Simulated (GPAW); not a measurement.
Crystal: KCl (Sylvite).

```
K Cl
1.0
     0.00000    3.14647    3.14647
     3.14647    0.00000    3.14647
     3.14647    3.14647    0.00000
K Cl
1 1
Cartesian
  0.0000 0.0000 0.0000
  3.1465 3.1465 3.1465
```

Base run:

| Item | Value |
| --- | --- |
| Program | GPAW 26.7.0 |
| Functional | vdW-DF |
| Potentials or basis | GPAW PAW data sets (gpaw-data 1.2.1) |
| Cutoff | 600 eV |
| Basis | pw |
| k mesh | 7 × 7 × 7 |
| Occupations | fermi-dirac, width 0.05 eV |
| Spin | no spin polarisation |

Its results: band gap on the k mesh 5.33 eV, direct.

Q: The run is repeated on the same cell with these changes: functional from vdW-DF to PBE; occupations from fermi-dirac, width 0.05 eV to gaussian, width 0.02 eV. What comes out?

A: Band gap on the k mesh 5.19 eV, direct.

Caveats: an odd mesh through Γ misses points on the zone boundary, where band edges often lie (some runs).

Not every run made on this cell is shown here.
